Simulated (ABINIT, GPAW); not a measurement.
Given: the input of a run of GPAW 26.7.0 (ASE script) on Se (Selenium). Atoms were shifted at random by some hundredths of an Å from the given cell, which wasn't relaxed again for these runs. 

Contents of run.py:

```python
from ase import Atoms
from ase.dft.bandgap import bandgap
from ase.io import write
from ase.units import GPa
from gpaw import GPAW, PW, setup_paths

setup_paths.insert(0, '.')

atoms = Atoms(['Se', 'Se', 'Se'],
              cell=[[4.3662, 0.0, 0.0],
                    [-2.1831, 3.781240118, 0.0],
                    [0.0, 0.0, 4.9536]],
              scaled_positions=[[0.778944, 0.778036, 0.002632],
                                [0.009181, 0.236059, 0.657835],
                                [0.227814, 0.00178, 0.327381]],
              pbc=True)

calc = GPAW(mode=PW(600),
            xc='PBEsol',
            kpts={'size': (7, 7, 6), 'gamma': True},
            occupations={'name': 'fermi-dirac', 'width': 0.05},
            nbands=19,
            convergence={'density': 1e-05, 'energy': 1e-05},
            maxiter=150,
            txt='gpaw.txt')
atoms.calc = calc
energy = atoms.get_potential_energy()
forces = atoms.get_forces()
stress = atoms.get_stress()
calc.write('gs.gpw')
write('result.traj', atoms)
print(f'Energy: {energy:.6f} eV')
print('Forces (eV/A):')
print(forces.round(4))
print('Stress (GPa):', (stress / GPa).round(3))
print('Fermi level:', round(calc.get_fermi_level(), 4), 'eV')
print(f'Gap: {bandgap(calc)[0]:.4f} eV, direct: {bandgap(calc, direct=True)[0]:.4f} eV')
```

Potentials or basis: PAW data sets generated in the run's folder for this functional, pw.

Launch:

```console
$ gpaw-setup -f PBEsol Se
$ OMP_NUM_THREADS=1 python run.py
```

Q: Set up the same calculation for ABINIT 10.8.3 (patched build). Potentials or basis there: PseudoDojo NC SR PBEsol v0.4.1 standard, cutoff 1170 eV.

A: As run (cutoffs and basis follow the program's own potentials, and thresholds, step limits or extra output files can differ):

run.abi

```
# Pseudopotentials
pp_dirpath "./"
pseudos "Se.upf"

# Structure
acell 8.2509222053 8.2509222053 9.3609473309
rprim
     1.0000000000     0.0000000000     0.0000000000
    -0.5000000000     0.8660254038     0.0000000000
     0.0000000000     0.0000000000     1.0000000000
ntypat 1
znucl 34
natom 3
typat 1 1 1
xred
     0.7789440000     0.7780360000     0.0026320000
     0.0091810000     0.2360590000     0.6578350000
     0.2278140000     0.0017800000     0.3273810000
chkprim 0
chksymtnons 0
tolsym 1.0e-6

# Plane-wave basis
ecut 1170.089609 eV

# k points
kptopt 1
ngkpt 7 7 6
nshiftk 1
shiftk 0.0 0.0 0.0

# Exchange and correlation
ixc -116133

# Bands and occupations
nband 29
occopt 3
tsmear 0.05 eV

# SCF cycle
nstep 100
tolvrs 1.0e-10

# Output
iomode 3
prtwf 0
prteig 0
prtebands 0
enunit 2
prtden 1
prtvha 1
prtvclmb 1
prtpot 1
prtelf 1
```

Potentials or basis: PseudoDojo NC SR PBEsol v0.4.1 standard.

Command:

```bash
$ mpirun --bind-to none -np 4 abinit run.abi > log 2>&1
```

Both were run:

|  | GPAW | ABINIT |
| --- | --- | --- |
| Pressure | 0.0 GPa | 0.0 GPa |
| Largest force | 0.575 eV/Å | 0.572 eV/Å |

The potentials hold 18 and 48 valence electrons a cell.

Pressure is positive in compression.
